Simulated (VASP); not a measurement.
# P (R-3m) in VASP: notebook, part 2 of 2

VASP 6.6.1. Earlier steps stand in the parts before.

## (4) Single point, PBEsol (strain +0.000 along x and y, +0.015 along z, atoms carried along)

INCAR

```
PREC     = Accurate       # precision mode
ENCUT    = 520            # plane-wave cutoff, eV
EDIFF    = 1E-7           # SCF threshold, eV
ISMEAR   = 0              # smearing method
SIGMA    = 0.15           # smearing width, eV
LREAL    = False          # projectors in reciprocal space
LASPH    = True           # aspherical terms in the spheres
NELM     = 100            # most SCF steps
ALGO     = Fast           # electronic algorithm
ISIF     = 2              # what is computed and relaxed
LWAVE    = False          # write WAVECAR
LCHARG   = False          # write CHGCAR
GGA      = PS             # functional
NBANDS   = 12             # bands
```

KPOINTS

```
regular mesh
0
Gamma
  18 18 18
```

POSCAR

```
P
1.0
    1.7257251780      0.9963478961      3.1766252123
   -1.7257251780      0.9963478961      3.1766252123
    0.0000000000     -1.9926957921      3.1766252123
P
2
Direct
    0.2270802500      0.2270802500      0.2270802500
    0.7729197500      0.7729197500      0.7729197500
```

Potentials or basis: VASP PAW PBE potentials, release 64 (P).

Command:

```console
$ cat potpaw_PBE.64/P/POTCAR > POTCAR
$ mpirun -np 1 vasp_std > vasp.out
```

OUTCAR:

```text
PREC = Accurate
   ENCUT = 520
   EDIFF = 1E-7
   ISMEAR = 0
   LREAL = False
   LASPH = True
   NELM = 100
   ISIF = 2
   GGA = PS

 ion  position               nearest neighbor table
   1  0.227  0.227  0.227-   2 2.30   2 2.30   2 2.30   2 2.84   2 2.84   2 2.84
   2  0.773  0.773  0.773-   1 2.30   1 2.30   1 2.30   1 2.84   1 2.84   1 2.84

  LATTYP: Found a trigonal (rhomboedric) cell.
 ALAT       =     3.7499045667
 COS(alpha) =     0.5764225457

  Lattice vectors:

 A1 = (   1.7257251780,   0.9963478961,   3.1766252123)
 A2 = (  -1.7257251780,   0.9963478961,   3.1766252123)
 A3 = (   0.0000000000,  -1.9926957921,   3.1766252123)

Analysis of symmetry for initial positions (statically):
=====================================================================
 Subroutine PRICEL returns:
 Original cell was already a primitive cell.

 Routine SETGRP: Setting up the symmetry group for a
 trigonal (rhombohedral) supercell.

 Subroutine GETGRP returns: Found 12 space group operations
 (whereof 12 operations were pure point group operations)
 out of a pool of 12 trial point group operations.

The static configuration has the point symmetry D_3d.

Analysis of symmetry for dynamics (positions and initial velocities):
=====================================================================
 Subroutine PRICEL returns:
 Original cell was already a primitive cell.

 Routine SETGRP: Setting up the symmetry group for a
 trigonal (rhombohedral) supercell.

 Subroutine GETGRP returns: Found 12 space group operations
 (whereof 12 operations were pure point group operations)
 out of a pool of 12 trial point group operations.

The dynamic configuration has the point symmetry D_3d.

 Subroutine INISYM returns: Found 12 space group operations
 (whereof 12 operations are pure point group operations),
 and found     1 'primitive' translations

----------------------------------------------------------------------------------------

                                     Primitive cell
[... 121 lines left out ...]
   LRPA    =     F    only Hartree local field effects (RPA)
 non-spin polarized calculation
 RMM-DIIS sequential band-by-band and
 Gauss-broadening in eV      SIGMA  =   0.15
  energy-cutoff  :      520.00
  volume of cell :       32.77
 maximum number of plane-waves:       900
   NGX = 13   NGY = 13   NGZ = 13

 number of electron      10.0000000 magnetization

 Free energy of the ion-electron system (eV)
  ---------------------------------------------------
  ext. energy  EPLUGINS =         0.00000000
  ---------------------------------------------------
  free energy    TOTEN  =       -11.54411183 eV

  energy without entropy =      -11.54016187  energy(sigma->0) =      -11.54213685

 E-fermi :   8.7071     XC(G=0): -10.8045

 val. band max:        8.7063015531   @ k =  -0.3889   0.1111  -0.0000
 cond. band min:       8.7148444459   @ k =   0.2778   0.2778   0.2778
 fundamental gap:      0.0085428929
 Fermi energy:         8.7070581131

 k-point     1 :       0.0000    0.0000    0.0000
  band No.  band energies     occupation
      1      -7.6876      2.00000
      2       4.9342      2.00000
      3       5.4712      2.00000
      4       5.9267      2.00000
      5       5.9267      2.00000
      6      10.0327      0.00000
      7      11.3288      0.00000
      8      11.3288      0.00000
      9      14.5595      0.00000
     10      14.5595      0.00000
     11      15.8377      0.00000
     12      15.9210      0.00000
[... 331 lines left out ...]
 k-point    24 :      -0.2222    0.0556   -0.0000
  band No.  band energies     occupation
      1      -6.6975      2.00000
      2       1.0194      2.00000
      3       4.8923      2.00000
      4       5.6433      2.00000
      5       6.9947      2.00000
      6       9.8602      0.00000
      7      10.0760      0.00000
      8      10.9363      0.00000
      9      13.8499      0.00000
     10      14.5776      0.00000
     11      15.8153      0.00000
     12      19.6640      0.00000

 [... further k-points ...]

------------------------ aborting loop because EDIFF is reached ----------------------------------------

  FORCE on cell =-STRESS in cart. coord.  units (eV):
  Direction    XX          YY          ZZ          XY          YZ          ZX
  --------------------------------------------------------------------------------------
  -------------------------------------------------------------------------------------
  Total       -0.4502194     -0.4502194     -0.7634286      0.0000000     -0.0000000      0.0000000
  in kB      -22.0107522    -22.0107522    -37.3232207      0.0000000     -0.0000000      0.0000000
  external PRESSURE =     -27.1149084 kB  Pullay stress =       0.0000000 kB

 VOLUME and BASIS-vectors are now :
 -----------------------------------------------------------------------------
  energy-cutoff  :      520.00
  volume of cell :       32.77
      direct lattice vectors                 reciprocal lattice vectors
     1.725725178  0.996347896  3.176625212     0.289733271  0.167277582  0.104933164
    -1.725725178  0.996347896  3.176625212    -0.289733271  0.167277582  0.104933164
     0.000000000 -1.992695792  3.176625212     0.000000000 -0.334555164  0.104933164

 POSITION                                       TOTAL-FORCE (eV/Angst)
 -----------------------------------------------------------------------------------
      0.00000      0.00000      2.16405         0.000000      0.000000      0.169129
      0.00000      0.00000      7.36583         0.000000     -0.000000     -0.169129
 -----------------------------------------------------------------------------------
    total drift:                                0.000000     -0.000000     -0.000000

  FREE ENERGIE OF THE ION-ELECTRON SYSTEM (eV)
  ---------------------------------------------------
  free  energy   TOTEN  =       -11.5441118290 eV

  energy  without entropy=      -11.5401618669  energy(sigma->0) =      -11.54213685
```

OSZICAR:

```text
N       E                     dE             d eps       ncg     rms          rms(c)
DAV:   1     0.205595153850E+02    0.20560E+02   -0.45263E+03 13928   0.719E+02
DAV:   2    -0.104310444389E+02   -0.30991E+02   -0.29671E+02 18412   0.116E+02
DAV:   3    -0.115871026746E+02   -0.11561E+01   -0.11496E+01 18104   0.211E+01
DAV:   4    -0.115944067278E+02   -0.73041E-02   -0.73017E-02 16480   0.203E+00
DAV:   5    -0.115944640279E+02   -0.57300E-04   -0.57299E-04 18228   0.173E-01    0.668E+00
RMM:   6    -0.115616240219E+02    0.32840E-01   -0.51796E-03 13992   0.443E-01    0.399E+00
RMM:   7    -0.115439939976E+02    0.17630E-01   -0.13072E-02 14570   0.752E-01    0.776E-02
RMM:   8    -0.115440784628E+02   -0.84465E-04   -0.11226E-03 16102   0.243E-01    0.376E-02
RMM:   9    -0.115441029466E+02   -0.24484E-04   -0.18754E-04 16929   0.102E-01    0.447E-02
RMM:  10    -0.115441117192E+02   -0.87725E-05   -0.31389E-05 16246   0.438E-02    0.345E-02
RMM:  11    -0.115441116459E+02    0.73239E-07   -0.91742E-06 17243   0.221E-02    0.103E-02
RMM:  12    -0.115441118854E+02   -0.23946E-06   -0.18515E-06 17167   0.106E-02    0.493E-03
RMM:  13    -0.115441118290E+02    0.56417E-07   -0.30773E-07 13722   0.426E-03
   1 F= -.11544112E+02 E0= -.11542137E+02  d E =-.394996E-02
```

stdout:

```text
POSCAR found type information on POSCAR P
 POSCAR found :  1 types and       2 ions
 scaLAPACK will be used
 -----------------------------------------------------------------------------
|                                                                             |
|                                                                             |
|     You enforced a specific xc type in the INCAR file but a different       |
|     I HOPE YOU KNOW WHAT YOU ARE DOING!                                     |
|                                                                             |
 -----------------------------------------------------------------------------

 LDA part: xc-table for (Slater+PW92), standard interpolation
 POSCAR, INCAR and KPOINTS ok, starting setup
 FFT: planning ... GRIDC
 FFT: planning ... GRID_SOFT
 FFT: planning ... GRID
 WAVECAR not read
 entering main loop
```

It took 84 s on 1 thread of Intel Xeon 6975P-C (Granite Rapids), shared host; peak memory 0.28 GiB.

What came out:

* Free energy: -11.5441 eV
* Pressure: -2.7 GPa
* Largest force: 0.169 eV/Å
* Band gap on the k mesh: none (metal or under the smearing width)

Forces on the atoms (eV/Å):
```
P    0.000  0.000  0.169
P    0.000  0.000 -0.169
```

Stress tensor (GPa, compression positive):
```
-2.20  0.00  0.00
 0.00 -2.20  0.00
 0.00  0.00 -3.73
```

Levels at points of the mesh, in eV from the Fermi level:
| k point | band 1 | band 2 | band 3 | band 4 | band 5 | band 6 | band 7 | band 8 | band 9 | band 10 |
| --- | --- | --- | --- | --- | --- | --- | --- | --- | --- | --- |
| (0.00, 0.00, 0.00) | -16.39 | -3.77 | -3.24 | -2.78 | -2.78 | 1.33 | 2.62 | 2.62 | 5.85 | 5.85 |
| (0.50, 0.00, 0.00) | -12.97 | -11.80 | -3.79 | -3.43 | -0.68 | -0.27 | 0.04 | 0.62 | 8.47 | 9.53 |
| (0.50, 0.50, 0.00) | -12.74 | -10.01 | -6.75 | -5.36 | -5.28 | 0.08 | 5.98 | 7.38 | 8.10 | 9.01 |
| (0.50, 0.50, 0.50) | -14.55 | -10.84 | -2.69 | -2.69 | -0.01 | -0.01 | 0.19 | 2.36 | 8.48 | 9.37 |

Caveat: the PAW data sets were made with another functional, which shifts forces and pressure a little.

## (5) Overview

| cell | gap on the mesh (eV) | pressure (GPa) | largest force (eV/Å) |
| --- | --- | --- | --- |
| strain -0.030 along x and y, +0.030 along z, atoms carried along | none | 2.8 | 0.39 |
| strain -0.030 along x and y, +0.015 along z, atoms carried along | none | 4.0 | 0.53 |
| strain +0.000 along x and y, +0.015 along z, atoms carried along | none | -2.7 | 0.17 |

Alike in all rows: task single point; level PBEsol; potentials or basis VASP PAW PBE potentials, release 64 (P); no spin polarisation; k mesh 18 × 18 × 18; cutoff (eV) 520; smearing gaussian 0.15 eV.

Caveats: the PAW data sets were made with another functional, which shifts forces and pressure a little.

Total energies depend on the potentials used, so only differences within one code and one set of settings carry meaning.
